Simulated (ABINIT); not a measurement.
# SiC (Moissanite): G0W0 in ABINIT against the bands in the self-energy, part 2 of 2

Aim: move the bands in the self-energy of a G0W0 run on SiC (Moissanite) over a wide range.

ABINIT 10.8.3; PBE and many-body steps on it, plane waves. Known limits of the many-body steps: not at the basis limit.

So far. Step 2 (Screening, 6×6×4 mesh, 273 bands, screening to 272.1 eV): Local fields lower ε∞ by 9 %.

## Step 5: 75 bands

Level of this step: G0W0 on PBE, plane waves, norm-conserving pseudopotentials (ABINIT).

The self-energy is evaluated for the states that the input lists, and the levels follow from it, in one-shot runs by the linearised quasiparticle equation.

File run.abi:

```
acell 3*1.0 Angstrom
rprim 
  3.075999999976 0.000000000005 0.000000000000
  -1.537999999993 2.663894142018 0.000000000000
  0.000000000000 0.000000000000 5.048000000000
ntypat 2
znucl 14 6
natom 4
typat 1 1 2 2
xred 
  0.333333333333 0.666666666667 0.000000000000
  0.666666666667 0.333333333333 0.500000000000
  0.333333333333 0.666666666667 0.385000000000
  0.666666666667 0.333333333333 0.885000000000
pp_dirpath "pseudos"
pseudos "Si.upf, C.upf"
ecut 37
ngkpt 6 6 4
nshiftk 1
shiftk 0 0 0
kptopt 1
chksymbreak 0
istwfk *1
occopt 1
irdwfk 1
optdriver 4
nband 75
gwcalctyp 0
ecutsigx 37
symsigma 1
nkptgw 3
kptgw 
  0.0000000000 0.0000000000 0.0000000000
  0.3333333333 0.3333333333 0.0000000000
  0.5000000000 0.0000000000 0.0000000000
bdgw 
  6 10
  7 10
  7 10
ecuteps 10
irdscr 1
ppmodel 1
indata_prefix "in"
outdata_prefix "out"
tmpdata_prefix "tmp"
```

The run is started by

```bash
$ OMP_NUM_THREADS=1 mpirun -n 4 abinit run.abi > log
```

Output:

```text
.Version 10.8.3 of ABINIT. v10.8.2 released Aug 2026.

 Symmetries : space group P6_3 m c (#186); Bravais hP (primitive hexag.)
[... echo of the input left out ...]
== DATASET  1 ==================================================================
-   mpi_nproc: 4, omp_nthreads: 1 (-1 if OMP is not activated)

--- !DatasetInfo
iteration_state: {dtset: 1, }
dimensions: {natom: 4, nkpt: 21, mband: 75, nsppol: 1, nspinor: 1, nspden: 1, mpw: 3018, }
cutoff_energies: {ecut:  37.0, pawecutdg:  -1.0, }
[...]
Band     E0 <VxcDFT>   SigX SigC(E0)      Z dSigC/dE  Sig(E)    E-E0       E
[...]
9   9.734 -10.592  -6.058  -4.089   0.822  -0.217 -10.227   0.366  10.099
       10  11.338 -11.767  -6.941  -4.152   0.810  -0.235 -11.221   0.547  11.884

== END DATASET(S) ==============================================================
================================================================================

 -outvars: echo values of variables after computation  --------
           etotal      0.0000000000E+00
            nband          75
             nkpt          21
          spgroup         186
 [... the other variables as echoed above ...]

 Calculation completed.
```

Elapsed: 55 s, on 4 MPI ranks of Arm Neoverse V1, shared host; peak memory 1.7 GiB; 3.7 min of CPU time.

This step gave:

```
G0W0 gap on the points computed              : 2.911 eV
starting gap on the mesh                     : 2.329 eV
k of the valence top                         : 0, 0, 0
k of the conduction bottom                   : 0.3333, 0.3333, 0
least direct G0W0 gap on the computed points : 4.937 eV
```

The gap on the mesh goes from 2.33 eV to 2.91 eV, a correction of +0.58 eV.

## Step 6: 163 bands

Edit run.abi of step 5 so:

```diff
@@ -26,3 +26,3 @@
 optdriver 4
-nband 75
+nband 163
 gwcalctyp 0
```

Output:

```text
.Version 10.8.3 of ABINIT. v10.8.2 released Aug 2026.

 Symmetries : space group P6_3 m c (#186); Bravais hP (primitive hexag.)
[... echo of the input left out ...]
== DATASET  1 ==================================================================
-   mpi_nproc: 4, omp_nthreads: 1 (-1 if OMP is not activated)

--- !DatasetInfo
iteration_state: {dtset: 1, }
dimensions: {natom: 4, nkpt: 21, mband: 163, nsppol: 1, nspinor: 1, nspden: 1, mpw: 3018, }
cutoff_energies: {ecut:  37.0, pawecutdg:  -1.0, }
[...]
Band     E0 <VxcDFT>   SigX SigC(E0)      Z dSigC/dE  Sig(E)    E-E0       E
[...]
9   9.734 -10.592  -6.058  -4.255   0.821  -0.219 -10.363   0.229   9.963
       10  11.338 -11.767  -6.941  -4.374   0.809  -0.236 -11.401   0.366  11.704

== END DATASET(S) ==============================================================
================================================================================

 -outvars: echo values of variables after computation  --------
           etotal      0.0000000000E+00
            nband         163
             nkpt          21
          spgroup         186
 [... the other variables as echoed above ...]

 Calculation completed.
```

It took 1.9 min on 4 MPI ranks; peak memory 2.5 GiB.

Numbers from this step:

| Property | Result |
| --- | --- |
| G0W0 gap on the points computed | 3.025 eV |
| starting gap on the mesh | 2.329 eV |
| k of the valence top | 0, 0, 0 |
| k of the conduction bottom | 0.3333, 0.3333, 0 |
| least direct G0W0 gap on the computed points | 5.019 eV |

Against the run before, the gap moves by +0.114 eV.

## Step 7: 273 bands

Edit run.abi of step 6 so:

```diff
@@ -26,3 +26,3 @@
 optdriver 4
-nband 163
+nband 273
 gwcalctyp 0
```

Output:

```text
.Version 10.8.3 of ABINIT. v10.8.2 released Aug 2026.

 Symmetries : space group P6_3 m c (#186); Bravais hP (primitive hexag.)
[... echo of the input left out ...]
== DATASET  1 ==================================================================
-   mpi_nproc: 4, omp_nthreads: 1 (-1 if OMP is not activated)

--- !DatasetInfo
iteration_state: {dtset: 1, }
dimensions: {natom: 4, nkpt: 21, mband: 273, nsppol: 1, nspinor: 1, nspden: 1, mpw: 3018, }
cutoff_energies: {ecut:  37.0, pawecutdg:  -1.0, }
[...]
Band     E0 <VxcDFT>   SigX SigC(E0)      Z dSigC/dE  Sig(E)    E-E0       E
[...]
9   9.734 -10.592  -6.058  -4.297   0.821  -0.219 -10.398   0.195   9.928
       10  11.338 -11.767  -6.941  -4.435   0.809  -0.237 -11.450   0.317  11.655

== END DATASET(S) ==============================================================
================================================================================

 -outvars: echo values of variables after computation  --------
           etotal      0.0000000000E+00
            nband         273
             nkpt          21
          spgroup         186
 [... the other variables as echoed above ...]

 Calculation completed.
```

Wall time 3.2 min (4 MPI ranks); peak memory 3.4 GiB.

This step gave:

```
G0W0 gap on the points computed              : 3.064 eV
starting gap on the mesh                     : 2.329 eV
k of the valence top                         : 0, 0, 0
k of the conduction bottom                   : 0.3333, 0.3333, 0
least direct G0W0 gap on the computed points : 5.047 eV
```

Against the run before, the gap moves by +0.039 eV.

## Step 8: The runs together

Times are wall times on 4 MPI ranks of Arm Neoverse V1, shared host, good to a factor of about two. A run's time includes the screening step that it read.

```csv
run,mesh,bands,screening cutoff (eV),DFT gap (eV),gap on the mesh (eV),direct (eV),ε∞ used,time
16 bands,6×6×4,16,272.1,2.329,2.698,4.968,6.84,9.9 min
31 bands,6×6×4,31,272.1,2.329,2.746,4.845,6.84,10 min
75 bands,6×6×4,75,272.1,2.329,2.911,4.937,6.84,11 min
163 bands,6×6×4,163,272.1,2.329,3.025,5.019,6.84,12 min
273 bands,6×6×4,273,272.1,2.329,3.064,5.047,6.84,13 min
```

## Step 9: Summary of results

```json
{
 "16 bands": "2.698 eV",
 "31 bands": "2.746 eV",
 "75 bands": "2.911 eV",
 "163 bands": "3.025 eV",
 "273 bands": "3.064 eV",
 "known limits": "not at the basis limit"
}
```

**Reading.** The setting moved: bands in the self-energy. From 16 bands to 273 bands the gap moves by +0.37 eV. The last step still moves it by +0.039 eV. Bands and screening cutoff are coupled, so a series along one setting does not show full convergence. Bands and cutoff are finite, so the gap is not at the basis limit. The miss can reach some tenths of an eV and take either sign; the mesh is an error of its own. In the G0W0 runs levels were corrected at 3 k points alone, so a gap called «on the mesh» is the least over those, and an edge elsewhere would be missed.

[Paths, hosts, dates, memory and timing lines, banners, echoed tables and standing remarks are left out of the program output.]

[Logs are printed without paths, hosts, clocks, repeated set-up lines and the standing remarks that a program may print on its own settings, such as how far it seeks lower states.]

[Runs of the session that timed out or met a known fault of the program may be left out.]

[Hosts, paths, dates, database ids (printed as entryN), source tags and the programs' standing remarks are cut or masked in the printed files.]

[G0W0 gaps are taken among the corrected bands and points alone; a level outside them can change the order at an edge.]

[Where Ansatz stands beside ABINIT at settings called matched, ABINIT's density can come from a denser mesh and the files from another edition; pairs whose starting gaps differed by over 0.03 eV were left out, so agreement reads better than it is.]
